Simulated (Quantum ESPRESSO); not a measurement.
# Cost against accuracy: K_POINTS for CoSb₃ (Im-3, 16 atoms in the cell)

Cell: a = 7.8403 Å, b = 7.8403 Å, c = 7.8403 Å, α = 109.47°, β = 109.47°, γ = 109.47°.

Method of the run: PBE, PSlibrary ultrasoft (PBE) pseudopotentials (plane waves; Quantum ESPRESSO).

Base settings: ecutwfc = 50 Ry; ecutrho = 300 Ry; occupations = smearing; smearing = fd; degauss = 0.0073499 Ry; potentials = {Co: Co.pbe-n-rrkjus_psl.1.0.0.UPF, Sb: Sb.pbe-n-rrkjus_psl.1.0.0.UPF}; K_POINTS = automatic 4 4 4 0 0 0; conv_thr = 1e-11 Ry.

Misses are taken against the tightest run, automatic 5 5 5 0 0 0, which need not be fully converged itself. The energy is the free energy per atom.

The count of work is k-points × plane waves × bands × iterations; it is no time, and leaves out set-up, grids and terms that scale otherwise. Core times come from one kind of shared machine and are given to one figure; runs under 30 s give none.

The starting cell comes from a database of computed structures (which also holds hypothetical and non-ambient phases and stackings), without a prior relaxation at this level. Spin polarisation is off.

```tsv
K_POINTS	energy less reference (meV/atom)	pressure less reference (GPa)	largest difference in the force on any atom (eV/Å)	count of work / reference	core time / reference (rough)
automatic 1 1 1 0 0 0	317.55	3.49	0.621	0.079	0.3
automatic 2 2 2 0 0 0	11.38	0.45	0.112	0.18	0.3
automatic 3 3 3 0 0 0	0.13	0.04	0.009	0.31	0.5
automatic 4 4 4 0 0 0	-0.42	0.00	0.007	0.80	0.9
automatic 5 5 5 0 0 0	0.00	0.00	0.000	1.0	1
```

Coarsest setting among those run that, with all tighter ones, holds the energy within 20 meV/atom of the reference: automatic 2 2 2 0 0 0, off by 11 meV/atom; it needs 0.18 of the reference's count of work and about 0.3 of the reference's time.

Coarsest setting among those run that, with all tighter ones, holds the energy within 1 meV/atom of the reference: automatic 3 3 3 0 0 0, off by 0.13 meV/atom; its saving against the reference is no more than about a factor of 2 in time.

Smallest miss in the energy for at most 0.2 times the reference's count of work: automatic 2 2 2 0 0 0, with a miss of 11 meV/atom at a count of 0.18.

The step from automatic 2 2 2 0 0 0 to automatic 4 4 4 0 0 0: it takes the miss in the energy from 11 to 0.42 meV/atom, for 4.4 times the count of work and roughly 3 times the time.
